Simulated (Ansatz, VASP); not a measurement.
**Two plane-wave programs on Ir**

```
Ir
1.0
    -1.58118    1.58118    1.58118
     1.58118   -1.58118    1.58118
     1.58118    1.58118   -1.58118
Ir
1
Direct
  0.00000 0.00000 0.00000
```

Alike in both runs: task single point; functional revPBE; k mesh 16 × 16 × 16; occupations fermi-dirac, width 0.1 eV; no spin polarisation.

```csv
,VASP,Ansatz
version,VASP 6.6.1,Ansatz 0.2.0
potentials or method,"VASP PAW PBE potentials, release 64 (Ir)","plane waves (420 eV) with PAW, scalar-relativistic"
plane-wave cutoff (eV),520,420
valence electrons in the cell,9,17
```

```csv
,VASP,Ansatz,Ansatz less VASP
pressure (GPa),-10.1,-10.3,-0.26
```

The two sets of potentials don't hold the same shells in valence.

Caveats: the PAW data sets were made with another functional, which shifts forces and pressure a little (VASP). The runs have no spin-orbit coupling, so splittings on Ir are missing.
